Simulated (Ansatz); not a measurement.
# Nb (simple cubic): energy against volume

All numbers below come from Ansatz, DFT, PBE, plane waves (420 eV) with PAW, scalar-relativistic.

The cell is scaled uniformly from the relaxed one, with fractional coordinates and shape fixed. Energies are extrapolated to zero smearing, pressures are those at the given smearing. Magnetic state: non-magnetic.

A Birch-Murnaghan fit gives V₀ = 20.07 Å³/atom, B₀ = 129 GPa, B₀′ = 3.9.

What are the energy above the minimum and the pressure at 18.516 Å³/atom?

55.0 meV/atom and 12.27 GPa as computed.

What are the energy above the minimum and the pressure at 19.321 Å³/atom?

11.9 meV/atom and 5.38 GPa as computed.

What are the energy above the minimum and the pressure at 21.736 Å³/atom?

49.1 meV/atom and -8.74 GPa as computed.
